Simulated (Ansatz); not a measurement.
**LiF (Fm-3m) at 4 levels of theory**

One geometry, relaxed with PBE; plane waves with PAW potentials in Ansatz, scalar-relativistic. No spin polarisation. Gaps are the least over mesh and band path; pressure is positive in compression, and isn't given for hybrids.

```cif
data_structure
_symmetry_space_group_name_H-M 'Fm-3m'
_symmetry_Int_Tables_number 225
_cell_length_a 4.0673
_cell_length_b 4.0673
_cell_length_c 4.0673
_cell_angle_alpha 90.000
_cell_angle_beta 90.000
_cell_angle_gamma 90.000
_cell_volume 67.29
loop_
_atom_site_label
_atom_site_type_symbol
_atom_site_symmetry_multiplicity
_atom_site_Wyckoff_symbol
_atom_site_fract_x
_atom_site_fract_y
_atom_site_fract_z
_atom_site_occupancy
Li1 Li 4 a 0.00000 0.00000 0.00000 1
F1 F 4 b 0.50000 0.00000 0.00000 1
```

```json
{"level": "PBE", "cutoff (eV)": "420", "k mesh": "10×10×10", "gap (eV)": "8.83", "pressure (GPa)": "0.0"}
```

**Question.** What comes out on the same cell with r2SCAN, HSE06, LDA?

**Answer.**
```
 level  cutoff (eV)    k mesh  gap (eV)  pressure (GPa)
r2SCAN          500  10×10×10      9.79            -3.9
 HSE06          420     8×8×8     11.12               -
   LDA          420  10×10×10      8.59            -8.0
```

It comes from a database structure that was distorted and then relaxed.
